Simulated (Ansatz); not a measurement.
## WS2 (P6_3/mmc)

Computed with Ansatz, DFT PBE, scalar-relativistic, plane waves, PAW.

Plane waves to 420 eV, a k mesh through Γ of 12×12×2 on the computed 6-atom cell and Gaussian smearing (0.02 eV); no spin polarisation.

The structure is relaxed at this level of theory with its symmetry kept.

Space group P6_3/mmc (No. 194). a = 3.188 Å, b = 3.188 Å, c = 14.856 Å, α = 90.00°, β = 90.00°, γ = 120.00°
```json
{"atom": "W", "site": "2c", "symmetry": "-6m2", "x": "0.3333", "y": "0.6667", "z": "0.2500"}
{"atom": "S", "site": "4f", "symmetry": "3m.", "x": "0.3333", "y": "0.6667", "z": "0.6442"}
```

* Space group: P6_3/mmc (No. 194)
* Volume per atom: 21.79 Å³
* Formation energy from the elements' standard states (uncorrected): -0.833 eV/atom
* Kohn–Sham band gap: 1.63 eV, indirect from Γ to (0.333, 0.333, -0.031)
* Löwdin character of the top 1 eV of the valence band: W 5d 67 %, S 3p 28 %
* Löwdin character of the lowest 1 eV of the conduction band: W 5d 61 %, S 3p 32 %
* Electron masses at the edge by Cartesian direction of the standard setting (m_e; degenerate bands sorted by energy; no spin-orbit coupling): x: 0.32, 0.29; y: 0.32, 0.29; z: over 30, over 30
* Hole masses at the edge by Cartesian direction of the standard setting (m_e; degenerate bands sorted by energy; no spin-orbit coupling): x: 1.5; y: 1.5; z: 0.86
* Bader charges (e): W (2 in the cell) 1.38, S (4 in the cell) -0.69

Spin-orbit coupling is left out, which matters for the bands of heavy elements. Each cell of WS2 holds layers, and where no dispersion correction was added their binding is poorly described.

Cost: 8 runs of about 2.9 core-minutes in all, on Intel Xeon 6975P-C (Granite Rapids) (shared hosts).